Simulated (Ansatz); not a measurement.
**Sn (I4/mmm), work and stress of cleavage**

These are results of DFT PBEsol, scalar-relativistic, plane waves, PAW (Ansatz), not measurements. Settings: plane waves to 420 eV, k-mesh 17×17×7 (Γ-centred), Gaussian smearing 0.15 eV. No spin polarisation. Energies are free energies at this smearing, counted from the undisturbed cell; pressure is positive in compression.

Zero of the scan (relaxed at this level; this form isn't the usual structure):

```
CELL_PARAMETERS angstrom
-1.61733 -1.61733 -2.53388
-1.61733 -1.61733 2.53388
-6.46931 6.46931 0.00000
ATOMIC_POSITIONS crystal
Sn 0.50000 0.50000 0.12500
Sn 0.00000 0.00000 0.87500
Sn 0.50000 0.50000 0.62500
Sn 0.00000 0.00000 0.37500
```

The cut lies on the cell's a–b face, a (-1 1 0) plane (indices in the standard cell, whose axes needn't be the Cartesian ones shown) of area 11.59 Å², between layers 2.29 Å apart. Vector c is lengthened by d along the normal with the atoms' Cartesian places fixed: one unrelaxed cut a cell. The traction is positive where the two halves pull on each other.

| d (Å) | energy (J/m²) | traction (GPa) |
| --- | --- | --- |
| -0.30 | 0.127 | -9.16 |
| -0.15 | 0.030 | -4.04 |
| 0.00 | 0.000 | -0.13 |
| 0.25 | 0.048 | 3.58 |
| 0.50 | 0.164 | 5.40 |
| 0.75 | 0.307 | 5.82 |
| 1.00 | 0.445 | 5.14 |
| 1.50 | 0.663 | 3.57 |
| 2.00 | 0.805 | 2.17 |
| 3.00 | 0.929 | 0.57 |
| 4.50 | 0.960 | 0.04 |
| 6.00 | 0.963 | 0.01 |

Problem. What are the work of separation and the cleavage stress, and do they fit the universal binding curve?

Solution. The energy levels off near W ≈ 0.963 J/m² (the traction is down to 0.01 GPa), the energy of the two unrelaxed faces, 0.481 J/m² each on average. The largest sampled traction is 5.82 GPa at d = 0.75 Å, and a parabola through it and its two neighbours peaks at σ_max ≈ 5.83 GPa, d ≈ 0.72 Å. The curve E = W[1 − (1 + d/ℓ)exp(−d/ℓ)] peaks in traction at d = ℓ with σ_max = W/(eℓ); with 1 J/m² per Å = 10 GPa this W and σ_max give ℓ = 0.61 Å. A parabola through that curve at the same three d peaks at 0.61 Å, against 0.72 Å here, a fair fit. Real crystals break at far lower stress, because cracks concentrate it, and on the plane of lowest W, which needn't be this one.

The cut is rigid; relaxing the faces lowers these energies and usually the stresses.

In a metal these slopes depend on the k mesh and the smearing.

Cost: 12 runs of about 4.5 core-minutes in all, on AMD EPYC 9R45 (Zen 5) (shared hosts).